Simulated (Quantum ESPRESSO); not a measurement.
**CdO (Monteponite): band structure with RPBE**

Crystal: CdO (Monteponite).

```
CELL_PARAMETERS angstrom
0.00000 2.34950 2.34950
2.34950 0.00000 2.34950
2.34950 2.34950 0.00000
ATOMIC_POSITIONS crystal
Cd 0.00000 0.00000 0.00000
O 0.50000 0.50000 0.50000
```

- Program: Quantum ESPRESSO 7.5
- Task: band structure
- Functional: RPBE
- Potentials or basis: SG15 PBE 1.2
- Cutoff: 1197 eV
- Density cutoff: 4789 eV
- k mesh: 10 × 10 × 10
- Occupations: fermi-dirac, width 0.05 eV
- Spin: no spin polarisation
- Mixing beta: 0.5
- Most SCF iterations: 120
- SCF threshold: 4e-10 Ry

```
Pressure               : 11.3 GPa
Band gap on the k mesh : none (metal or under the smearing width)
```

Levels at the corners of the path, in eV from the Fermi level:
```
point  band 10  band 11  band 12  band 13  band 14  band 15  band 16  band 17
    Γ    -6.68    -1.45    -1.45    -1.45    -0.39    14.75    17.03    17.03
    X    -5.99    -4.36    -2.39    -2.39     3.93     8.52    11.19    13.36
    W    -6.09    -3.08    -3.08    -1.98     5.99     8.92     8.92    10.82
    K    -6.27    -3.49    -2.97    -1.39     5.45     8.61     8.62    12.98
    Γ    -6.68    -1.45    -1.45    -1.45    -0.39    14.75    17.03    17.03
    L    -6.46    -3.95    -0.17    -0.17     4.49     7.26    11.99    11.99
    U    -6.27    -3.49    -2.97    -1.39     5.45     8.61     8.62    12.98
    W    -6.09    -3.08    -3.08    -1.98     5.99     8.92     8.92    10.82
    L    -6.46    -3.95    -0.17    -0.17     4.49     7.26    11.99    11.99
    K    -6.27    -3.49    -2.97    -1.39     5.45     8.61     8.62    12.98
    U    -6.27    -3.49    -2.97    -1.39     5.45     8.61     8.62    12.98
    X    -5.99    -4.36    -2.39    -2.39     3.93     8.52    11.19    13.36
```

It took 77 s on 1 thread of Arm Neoverse V1, on a shared host, peak memory 0.09 GiB.

Caveat: the potentials were made for another functional, which shifts forces and pressure.
